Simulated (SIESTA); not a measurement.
The system is MoS2.

```
Mo S
1.0
     1.58000    0.91221    6.15000
    -1.58000    0.91221    6.15000
     0.00000   -1.82443    6.15000
Mo S
1 2
Cartesian
  0.0000 0.0000 0.0000
  0.0000 0.0000 7.6936
  0.0000 0.0000 4.6125
```

Measurements of this composition are mostly on another form, of space group No. 194.

- Program: SIESTA 5.4.2
- Task: single point
- Functional: PBE
- Potentials or basis: PseudoDojo 0.4 standard (PBE files)
- Basis: DZP (energy shift 0.003 Ry; two zetas on semicore shells)
- Grid cutoff: 800 Ry
- Energy shift: 0.003 Ry
- k mesh: 10 × 10 × 10
- Occupations: fermi-dirac, width 0.05 eV
- Spin: no spin polarisation

On this cell: pressure 8.3 GPa; largest force 0.964 eV/Å; band gap on the k mesh 1.01 eV, indirect (least direct gap 1.99 eV).

The same run follows on a disturbed copy (atoms moved at random, drawn with an rms of 0.05 Å):

```
Mo S
1.0
     1.58000    0.91221    6.15000
    -1.58000    0.91221    6.15000
     0.00000   -1.82443    6.15000
Mo S
1 2
Direct
  0.00109 0.99465 0.00229
  0.39382 0.43175 0.43359
  0.24200 0.24394 0.26031
```

Question: What changes?

Answer: The energy moves by +1.4 meV/atom; pressure 4.8 GPa; largest force 1.257 eV/Å; band gap on the k mesh 0.95 eV, indirect (least direct gap 1.97 eV).

Forces on the atoms (eV/Å):
```
Mo  -0.798 -0.526  0.817
S    0.629  0.259 -0.207
S    0.169  0.266 -0.610
```

Stress tensor (GPa, compression positive):
```
 4.67 -0.82  2.13
-0.82  5.80  0.01
 2.13  0.01  3.93
```

Caveats: the basis of atomic orbitals isn't converged, which shifts pressures, moduli and gaps.

A k mesh can miss the band edges.
